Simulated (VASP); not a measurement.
# Hf (P6_3/mmc) in VASP: further runs

One crystal, Hf, is run at these levels: PBEsol; tasks: relaxation of cell and atoms.

Everything below comes from runs of VASP 6.6.1. Logs are shortened: lines on timing, memory, paths and dates and some standing lists are left out, and cuts for length are marked.

## Step 1: The crystal as given

The structure is hexagonal, space group P6_3/mmc (No. 194). The conventional cell has a = 2.754 Å, b = 2.754 Å, c = 4.559 Å, α = 90.00°, β = 90.00°, γ = 120.00°. Hf (site symmetry -6m2) has 12 Hf at 2.75 to 2.78 Å as nearest neighbours.

## Step 2: Relaxation of cell and atoms, PBEsol, target pressure 75 GPa, at which the enthalpy is minimised

Input file INCAR:

```
  PREC = Accurate
  ENCUT = 520
  EDIFF = 1E-7
  ISMEAR = 0
  SIGMA = 0.1
  LREAL = F
  LASPH = T
  NELM = 80
  ALGO = Normal
  ISIF = 3
  LWAVE = F
  LCHARG = F
  GGA = PS
  IBRION = 2
  NSW = 80
  EDIFFG = -0.002
  PSTRESS = 750.0
```

Input file KPOINTS:

```
regular mesh
0
Gamma
  21 21 12
```

Input file POSCAR:

```
Hf                                      
1.0
    2.7540728551      0.0000000000     -0.0000000000
   -1.3770364275      2.3850970656      0.0000000000
    0.0000000000      0.0000000000      4.5591394833
  Hf            
     2
Direct
     0.3333333300000021    0.6666666699999979    0.2500000000000000
     0.6666666699999979    0.3333333300000021    0.7500000000000000
```

Potentials or basis: VASP PAW PBE potentials, release 64 (Hf_pv).

Launch:

```sh
> cat potpaw_PBE.64/Hf_pv/POTCAR > POTCAR
> mpirun -np 1 vasp_std > vasp.out
```

OUTCAR:

```text
PREC = Accurate
   ENCUT = 520
   EDIFF = 1E-7
   ISMEAR = 0
   LREAL = F
   LASPH = T
   NELM = 80
   ISIF = 3
   GGA = PS
   IBRION = 2
   NSW = 80
   EDIFFG = -0.002
   PSTRESS = 750.0

 ion  position               nearest neighbor table
   1  0.333  0.667  0.250-   2 2.78   2 2.78   2 2.78   2 2.78   2 2.78   2 2.78
   2  0.667  0.333  0.750-   1 2.78   1 2.78   1 2.78   1 2.78   1 2.78   1 2.78

  LATTYP: Found a hexagonal cell.
 ALAT       =     2.7540728551
 C/A-ratio  =     1.6554171669

  Lattice vectors:

 A1 = (   2.7540728551,   0.0000000000,   0.0000000000)
 A2 = (  -1.3770364275,   2.3850970656,   0.0000000000)
 A3 = (   0.0000000000,   0.0000000000,   4.5591394833)

Analysis of symmetry for initial positions (statically):
=====================================================================
 Subroutine PRICEL returns:
 Original cell was already a primitive cell.

 Routine SETGRP: Setting up the symmetry group for a
 hexagonal supercell.

 Subroutine GETGRP returns: Found 24 space group operations
 (whereof 12 operations were pure point group operations)
 out of a pool of 24 trial point group operations.

The static configuration has the point symmetry D_3d.
 The point group associated with its full space group is D_6h.

Analysis of symmetry for dynamics (positions and initial velocities):
=====================================================================
 Subroutine PRICEL returns:
 Original cell was already a primitive cell.

 Routine SETGRP: Setting up the symmetry group for a
 hexagonal supercell.

 Subroutine GETGRP returns: Found 24 space group operations
 (whereof 12 operations were pure point group operations)
 out of a pool of 24 trial point group operations.

The dynamic configuration has the point symmetry D_3d.
 The point group associated with its full space group is D_6h.

 Subroutine INISYM returns: Found 24 space group operations
 (whereof 12 operations are pure point group operations),
 and found     1 'primitive' translations

----------------------------------------------------------------------------------------

                                     Primitive cell

  volume of cell :      29.9478

  direct lattice vectors                    reciprocal lattice vectors
     2.754072855  0.000000000  0.000000000     0.363098601  0.209635074  0.000000000
    -1.377036427  2.385097066  0.000000000     0.000000000  0.419270148  0.000000000
     0.000000000  0.000000000  4.559139483     0.000000000  0.000000000  0.219339637

  length of vectors
     2.754072855  2.754072863  4.559139483     0.419270149  0.419270148  0.219339637

  position of ions in fractional coordinates (direct lattice)
     0.333333330  0.666666670  0.250000000
     0.666666670  0.333333330  0.750000000

  ion indices of the primitive-cell ions
   primitive index   ion index
                 1           1
                 2           2

----------------------------------------------------------------------------------------

 KPOINTS: regular mesh

Automatic generation of k-mesh.
 Grid dimensions read from file:
 generate k-points for:   21   21   12

 Generating k-lattice:

  Cartesian coordinates                     Fractional coordinates (reciprocal lattice)
     0.017290410  0.009982623  0.000000000     0.047619048  0.000000000  0.000000000
     0.000000000  0.019965245  0.000000000     0.000000000  0.047619048  0.000000000
     0.000000000  0.000000000  0.018278303     0.000000000  0.000000000  0.083333333

  Length of vectors
     0.019965245  0.019965245  0.018278303

  Shift w.r.t. Gamma in fractional coordinates (k-lattice)
     0.000000000  0.000000000  0.000000000

 Subroutine IBZKPT returns following result:
 ===========================================

 Found    336 irreducible k-points:

 Following reciprocal coordinates:
            Coordinates               Weight
  0.000000  0.000000  0.000000      1.000000
  0.047619 -0.000000  0.000000      6.000000
  0.095238  0.000000  0.000000      6.000000
  0.142857  0.000000  0.000000      6.000000
  0.190476  0.000000  0.000000      6.000000
  0.238095  0.000000  0.000000      6.000000
[... 16 lines left out ...]
  0.142857  0.095238  0.000000     12.000000
  0.190476  0.095238  0.000000     12.000000
 [... further k-points ...]
   k-points           NKPTS =    336   k-points in BZ     NKDIM =    336   number of bands    NBANDS=     14
   number of dos      NEDOS =    301   number of ions     NIONS =      2
   total plane-waves  NPLWV =  14400
   dimension x,y,z NGX =    20 NGY =   20 NGZ =   36
   dimension x,y,z NGXF=    40 NGYF=   40 NGZF=   72
   ions per type =               2
   NGX,Y,Z   is equivalent  to a cutoff of  12.07, 12.07, 13.13 a.u.
   NGXF,Y,Z  is equivalent  to a cutoff of  24.15, 24.15, 26.25 a.u.
 SYSTEM =  unknown system
   PREC   = accura    normal or accurate (medium, high low for compatibility)
   ISTART =      0    job   : 0-new  1-cont  2-samecut
   ICHARG =      2    charge: 1-file 2-atom 10-const
   ISPIN  =      1    spin polarized calculation?
   LNONCOLLINEAR =      F non collinear calculations
   LSORBIT =      F    spin-orbit coupling
   LASPH  =      T    aspherical Exc in radial PAW
   ENCUT  =  520.0 eV  38.22 Ry    6.18 a.u.   5.12  5.12  8.48*2*pi/ulx,y,z
   NELM   =     80;   NELMIN=  2; NELMDL= -5     # of ELM steps
   EDIFF  = 0.1E-06   stopping-criterion for ELM
   LREAL  =      F    real-space projection
   EDIFFG = -.2E-02   stopping-criterion for IOM
   NSW    =     80    number of steps for IOM
   IBRION =      2    ionic relax: 0-MD 1-quasi-New 2-CG
   NFREE  =      1    steps in history (QN), initial steepest desc. (CG)
   ISIF   =      3    stress and relaxation
   ISYM   =      2    0-nonsym 1-usesym 2-fastsym
   POTIM  = 0.5000    time-step for ionic-motion
   TEBEG  =    0.0;   TEEND  =   0.0 temperature during run
   PSTRESS=  750.0 pullay stress
   NELECT =      20.0000    total number of electrons
   NUPDOWN=      -1.0000    fix difference up-down
   EMIN   =  10.00;   EMAX   =-10.00  energy-range for DOS
   EFERMI =   0.00;   METHOD = LEGACY
   ISMEAR =     0;   SIGMA  =   0.10  broadening in eV -4-tet -1-fermi 0-gaus
   EFERMI_NEDOS =   21; number of points for ismear=-14 and -15
   IALGO  =     38    algorithm
   IMIX   =      4    mixing-type and parameters
     AMIX     =   0.40;   BMIX     =  1.00
     AMIX_MAG =   1.60;   BMIX_MAG =  1.00
  volume/ion in A,a.u.               =      14.97       101.05
  Fermi-wavevector in a.u.,A,eV,Ry     =   1.430968  2.704138 27.860249  2.047671
  Thomas-Fermi vector in A             =   2.550756
   LORBIT       =      0    0 simple, 1 ext, 2 COOP (PROOUT), +10 PAW based schemes
   GGA     = PS    functional components
   LHFCALC =     F    Hartree Fock is set to
   AEXX    =    0.0000 exact exchange contribution
   IVDW    =     0    specifies the selected vdW correction
   LEPSILON=     F    determine dielectric tensor
   LRPA    =     F    only Hartree local field effects (RPA)
 conjugate gradient relaxation of ions
 non-spin polarized calculation
 Gauss-broadening in eV      SIGMA  =   0.10
  energy-cutoff  :      520.00
  volume of cell :       29.95
 maximum number of plane-waves:       822
   NGX = 11   NGY = 11   NGZ = 17

 number of electron      20.0000002 magnetization

 Free energy of the ion-electron system (eV)
  ---------------------------------------------------
  ext. energy  EPLUGINS =         0.00000000
  ---------------------------------------------------
  free energy    TOTEN  =       -18.62890493 eV

  energy without entropy =      -18.62105806  energy(sigma->0) =      -18.62498150

 E-fermi :   7.8908     XC(G=0): -13.3721

 val. band max:        7.8862175805   @ k =   0.1905   0.0000   0.3333
 cond. band min:       7.8910493163   @ k =   0.2857   0.2381   0.4167
 fundamental gap:      0.0048317358
 Fermi energy:         7.8908251355

 k-point     1 :       0.0000    0.0000    0.0000
  band No.  band energies     occupation
      1     -23.5466      2.00000
      2     -21.0368      2.00000
      3     -21.0368      2.00000
      4     -20.7909      2.00000
      5     -20.7098      2.00000
      6     -20.7098      2.00000
      7      -0.5353      2.00000
      8       2.7428      2.00000
      9       8.7899      0.00000
     10       9.1225      0.00000
     11       9.1225      0.00000
     12      10.3101      0.00000
     13      10.3101      0.00000
     14      10.5184      0.00000

 k-point     2 :       0.0476   -0.0000    0.0000
  band No.  band energies     occupation
      1     -23.5270      2.00000
      2     -21.0933      2.00000
      3     -21.0536      2.00000
      4     -20.7973      2.00000
      5     -20.7691      2.00000
      6     -20.7169      2.00000
      7      -0.4117      2.00000
      8       2.8660      2.00000
      9       8.5397      0.00000
     10       9.2338      0.00000
     11       9.2979      0.00000
     12      10.1791      0.00000
     13      10.2543      0.00000
     14      10.4187      0.00000

 k-point     3 :       0.0952    0.0000    0.0000
  band No.  band energies     occupation
      1     -23.4689      2.00000
      2     -21.2563      2.00000
      3     -21.1013      2.00000
      4     -20.9378      2.00000
      5     -20.8168      2.00000
      6     -20.7383      2.00000
      7      -0.0545      2.00000
      8       3.2158      2.00000
      9       8.0713      0.01072
     10       9.5364      0.00000
     11       9.5558      0.00000
     12       9.5653      0.00000
     13       9.8822      0.00000
     14      10.7418      0.00000
[... 324 lines left out ...]
 k-point    23 :       0.1429    0.0952    0.0000
  band No.  band energies     occupation
      1     -23.1956      2.00000
      2     -21.8592      2.00000
      3     -21.7065      2.00000
      4     -21.2344      2.00000
      5     -20.9204      2.00000
      6     -20.9010      2.00000
      7       1.4846      2.00000
      8       4.5709      2.00000
      9       6.7921      2.00000
     10       7.3465      2.00000
     11       8.8064      0.00000
     12       9.5675      0.00000
     13      10.5550      0.00000
     14      11.1501      0.00000

 k-point    24 :       0.1905    0.0952    0.0000
  band No.  band energies     occupation
      1     -23.0453      2.00000
      2     -22.1745      2.00000
      3     -21.9692      2.00000
      4     -21.3636      2.00000
      5     -20.9861      2.00000
      6     -20.9734      2.00000
      7       2.2227      2.00000
      8       4.8811      2.00000
      9       6.4989      2.00000
     10       6.6546      2.00000
     11       8.5649      0.00000
     12       9.1389      0.00000
     13      10.7888      0.00000
     14      11.1628      0.00000

 [... further k-points ...]

------------------------ aborting loop because EDIFF is reached ----------------------------------------

  FORCE on cell =-STRESS in cart. coord.  units (eV):
  Direction    XX          YY          ZZ          XY          YZ          ZX
  --------------------------------------------------------------------------------------
  -------------------------------------------------------------------------------------
  Total       14.0206625     14.0206626     14.0196339      0.0000000     -0.0000000      0.0000000
  in kB      750.0923844    750.0923902    750.0373544      0.0000000     -0.0000000      0.0000000
  external PRESSURE =       0.0740430 kB  Pullay stress =     750.0000000 kB

 VOLUME and BASIS-vectors are now :
 -----------------------------------------------------------------------------
  energy-cutoff  :      520.00
  volume of cell :       29.95
      direct lattice vectors                 reciprocal lattice vectors
     2.754072855  0.000000000  0.000000000     0.363098601  0.209635074  0.000000000
    -1.377036427  2.385097066  0.000000000     0.000000000  0.419270148  0.000000000
     0.000000000  0.000000000  4.559139483     0.000000000  0.000000000  0.219339637

 POSITION                                       TOTAL-FORCE (eV/Angst)
 -----------------------------------------------------------------------------------
     -0.00000      1.59006      1.13978        -0.000000     -0.000000      0.000000
      1.37704      0.79503      3.41935         0.000000      0.000000      0.000000
 -----------------------------------------------------------------------------------
    total drift:                               -0.000001      0.000001     -0.000000

  FREE ENERGIE OF THE ION-ELECTRON SYSTEM (eV)
  ---------------------------------------------------
  free  energy   TOTEN  =       -18.6289049302 eV

  energy  without entropy=      -18.6210580646  energy(sigma->0) =      -18.62498150

  enthalpy is  TOTEN    =        -4.6099692521 eV   P V=       14.0189356781

 reached required accuracy - stopping structural energy minimisation
```

Run time: 56 s. Hardware: 1 thread of Intel Xeon Platinum 8488C (Sapphire Rapids), shared host; peak memory 0.24 GiB.

What came out:

- Free energy: -18.6289 eV
- Pressure after relaxing: 75.0 GPa
- Band gap on the k mesh: none (metal or under the smearing width)

Final structure:
```cif
data_structure
_symmetry_space_group_name_H-M 'P 1'
_symmetry_Int_Tables_number 1
_cell_length_a 2.7541
_cell_length_b 2.7541
_cell_length_c 4.5591
_cell_angle_alpha 90.000
_cell_angle_beta 90.000
_cell_angle_gamma 120.000
_cell_volume 29.95
loop_
_atom_site_label
_atom_site_type_symbol
_atom_site_fract_x
_atom_site_fract_y
_atom_site_fract_z
_atom_site_occupancy
Hf1 Hf 0.33333 0.66667 0.25000 1
Hf2 Hf 0.66667 0.33333 0.75000 1
```

Caveat: the relaxation stopped at its first step, so nothing moved; the cell is relaxed towards a set pressure, so the enthalpy falls and the energy may rise; the PAW data sets were made with another functional, which shifts forces and pressure a little.

## Step 3: Relaxation of cell and atoms, PBEsol, target pressure 12 GPa, at which the enthalpy is minimised

This run uses another cell than the first one, of 17.80 Å³/atom, 1.189 times its volume.

Edit INCAR of step 2 so:

```diff
@@ -16,2 +16,2 @@
   EDIFFG = -0.002
-  PSTRESS = 750.0
+  PSTRESS = 120.0
```

KPOINTS is that of step 2.

Input file POSCAR:

```
Hf                                      
1.0
    2.9478661905      0.0000000000      0.0000000000
   -1.4739330953      2.5529270127     -0.0000000000
    0.0000000000      0.0000000000      4.7295825827
  Hf            
     2
Direct
     0.3333333300000021    0.6666666699999979    0.2500000000000000
     0.6666666699999979    0.3333333300000021    0.7500000000000000
```

Potentials or basis: VASP PAW PBE potentials, release 64 (Hf_pv).

Launch:

```sh
> cat potpaw_PBE.64/Hf_pv/POTCAR > POTCAR
> mpirun -np 1 vasp_std > vasp.out
```

Wall time 5.5 min (1 thread of Intel Xeon Platinum 8488C (Sapphire Rapids), shared host); peak memory 0.28 GiB.

The run converged. Its results:

| Item | Value |
| --- | --- |
| Free energy | -20.8783 eV |
| Relaxed volume | 19.68 Å³/atom |
| Relaxed cell | a = 3.058 Å, b = 3.058 Å, c = 4.860 Å, α = 90.00°, β = 90.00°, γ = 120.00° |
| Space group after relaxing (to 0.05 Å) | P6_3/mmc (No. 194) |
| Energy change on relaxing (the enthalpy is what falls) | -239.7 meV/atom |
| Ionic steps | 9 |
| Pressure after relaxing | 12.0 GPa |
| Band gap on the k mesh | none (metal or under the smearing width) |

The path:
```tsv
step	energy change (eV)	largest force (eV/Å)	pressure (GPa)	volume (Å³)
1	0.0000	0.0000	30.01	35.59
2	-0.4961	0.0000	-8.58	46.92
3	-0.4921	0.0000	11.20	39.55
4	-0.4783	0.0000	11.93	39.36
5	-0.4724	0.0000	12.23	39.28
6	-0.4749	0.0000	12.22	39.30
7	-0.4753	0.0000	12.22	39.30
8	-0.4856	0.0000	11.67	39.44
9	-0.4794	0.0000	12.00	39.36
```

Final structure:
```
Hf
1.0
     3.05791    0.00000    0.00000
    -1.52895    2.64822    0.00000
     0.00000    0.00000    4.86001
Hf
2
Cartesian
  0.0000 1.7655 1.2150
  1.5290 0.8827 3.6450
```

Levels at points of the mesh, in eV from the Fermi level:
| k point | band 7 | band 8 | band 9 | band 10 | band 11 | band 12 | band 13 | band 14 |
| --- | --- | --- | --- | --- | --- | --- | --- | --- |
| (0.00, 0.00, 0.00) | -7.83 | -4.17 | 1.15 | 1.17 | 1.17 | 1.44 | 2.13 | 2.13 |
| (0.00, 0.00, 0.50) | -5.62 | -5.62 | 0.07 | 0.07 | 1.06 | 1.06 | 1.06 | 1.06 |

Caveat: the cell is relaxed towards a set pressure, so the enthalpy falls and the energy may rise; the PAW data sets were made with another functional, which shifts forces and pressure a little.

[end of part 1 of 3]
